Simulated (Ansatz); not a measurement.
Crystal: Ag.

```xyz
1
Lattice="0.0000 2.0427 2.0427 2.0427 0.0000 2.0427 2.0427 2.0427 0.0000" Properties=species:S:1:pos:R:3 pbc="T T T"
Ag    0.0000    0.0000    0.0000
```

Base run:

```yaml
Program: Ansatz 0.2.0
Functional: LDA
Potentials_or_basis: all-electron LAPW, relativistic spinors
Cutoff: 240 eV (chosen from the basis error)
Basis_error_allowed: 0.001 eV/atom
k_mesh: 8 × 8 × 8
Occupations: methfessel-paxton, width 0.1 eV
Spin: spin-orbit coupling, no magnetisation
```

Its results: pressure -6.9 GPa.

**Question.** The run is repeated on the same cell with these changes: functional from LDA to PBE; occupations from methfessel-paxton, width 0.1 eV to fermi-dirac, width 0.05 eV. What comes out?

**Answer.** Pressure 5.1 GPa.

Caveats: the k mesh is thin for a metal, which can move the energy by tens of meV per atom.
